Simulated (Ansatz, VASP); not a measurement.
One calculation of SnTe, two programs

The input INCAR:

```
PREC = Accurate
ENCUT = 520
EDIFF = 1E-7
ISMEAR = 0
SIGMA = 0.03
LREAL = False
LASPH = True
NELM = 60
ALGO = Normal
ISIF = 2
LWAVE = False
LCHARG = False
GGA = PE
NBANDS = 17
```

File KPOINTS:

```
Automatic mesh
0
Gamma
  10 10 10
```

File POSCAR:

```
SnTe
1.0
    0.0000000000      3.0618050000      3.1565000000
    3.0618050000      0.0000000000      3.1565000000
    3.0618050000      3.0618050000      0.0000000000
Sn Te
1 1
Direct
    0.0000000000      0.0000000000      0.0000000000
    0.5000000000      0.5000000000      0.5000000000
```

Input for Ansatz:

```yaml
crystal:
  lattice:
    - [0.0, 3.061805, 3.1565]
    - [3.061805, 0.0, 3.1565]
    - [3.061805, 3.061805, 0.0]
  atoms:
    - { symbol: Sn, position: [0.0, 0.0, 0.0] }
    - { symbol: Te, position: [0.5, 0.5, 0.5] }
basis:
  ecutwfc: 420
kpoints:
  mp_grid: { grid: [10, 10, 10] }
hamiltonian:
  xc: pbe
scf:
  occupations: { method: gaussian, width: 0.03 }
output:
  forces: true
  stress: true
  eigenvalues: true
```

Change from the starting cell: strain -0.030 along x and y, +0.000 along z, atoms carried along.

Alike in both runs: task single point; functional PBE; k mesh 10 × 10 × 10; occupations gaussian, width 0.03 eV; no spin polarisation.

|  | VASP | Ansatz |
| --- | --- | --- |
| version | VASP 6.6.1 | Ansatz 0.2.0 |
| potentials or method | VASP PAW PBE potentials, release 64 (Sn_d, Te) | scalar-relativistic, plane waves, PAW |
| plane-wave cutoff (eV) | 520 | 420 |
| valence electrons in the cell | 20 | 30 |

Ansatz gave:

| Property | Result |
| --- | --- |
| gap on the k mesh at the Fermi level (eV) | 0.29 |
| least direct gap on the mesh (eV) | 0.35 |
| pressure (GPa) | 5.6 |
| largest component of the traceless stress (GPa) | 3.25 |

Which values does VASP return?

gap on the k mesh at the Fermi level (eV): 0.29; least direct gap on the mesh (eV): 0.35; pressure (GPa): 5.6; largest component of the traceless stress (GPa): 3.26.

The two sets of potentials don't hold the same shells in valence.

Caveats: spin-orbit coupling is left out, which moves the levels of the heavy elements.
